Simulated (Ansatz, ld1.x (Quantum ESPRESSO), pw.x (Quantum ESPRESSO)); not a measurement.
Rb (Z = 37) (fcc): variants of one TM potential in the solid

- Element: Rb (Z = 37)
- Generator: ld1.x (Quantum ESPRESSO) 7.5
- Type: norm-conserving Troullier–Martins (Kleinman–Bylander form)
- Functional: PBE
- Relativity: scalar-relativistic
- Frozen core: [Kr]
- Valence charge: 1
- Reference configuration: 4d0 5s0.75 5p0 (charge +0.25)
- Partial waves: 5p (bound, empty): rc 4.20 bohr; 4d (bound, empty): rc 4.20 bohr; 5s (bound): rc 3.50 bohr
- Local potential: the s channel
- Core correction: a·sin(br)/r model core, default radius (core density twice the valence density)

Crystal test: fcc Rb in pw.x 7.5, no spin, 8³ k-points, Fermi–Dirac smearing 0.01 Ry, cutoffs set for each file from its atomic test. The reference is all-electron LAPW (Ansatz 0.2.0) with the same functional, mesh and smearing; V0 and B0 come from Birch–Murnaghan fits to the pressures at five volumes. Errors are pseudo minus all-electron; Δ is the rms difference of the E(V) curves that follow from these fits, minima aligned, over ±6 % about the mean V0. Mesh and smearing are coarse, so the numbers serve the comparison and aren't converged zero-temperature values; the lattice is a test structure that the element need not adopt.

All-electron: a0 = 7.166 Å (V0 = 91.99 Å³/atom), B0 = 2.7 GPa.

Base: This is a poor potential for the solid.

1 further variants are left out: they gave no file fit for a test, a broken result, the same result as the base, or pressures whose basis-set error rivals the error shown.

```csv
change,cutoffs (Ry),pw.x,a0 (Å),a0 error (%),B0 error (%),Δ (meV/atom),mean pressure error (GPa)
base,50/200,converged,7.120,-0.64,+0.6,1.0,-0.05
wave 5p (bound): rc 4.20 bohr becomes 5p (bound): rc 3.80 bohr,50/200,converged,7.121,-0.63,+1.1,1.0,-0.05
wave 5s (bound): rc 3.50 bohr becomes 5s (bound): rc 2.54 bohr,50/200,converged,7.088,-1.08,+3.5,1.8,-0.08
core correction a·sin(br)/r model core inside 2.52 bohr,50/200,converged,7.155,-0.15,+2.4,0.2,-0.01
```

Problem. Give the row for: local potential the p channel.

Solution. pw.x: converged; bound ghost; mean pressure error (GPa): -0.11; a0 (Å): 7.063; a0 error (%): -1.44; B0 error (%): +5.2; Δ (meV/atom): 2.3.
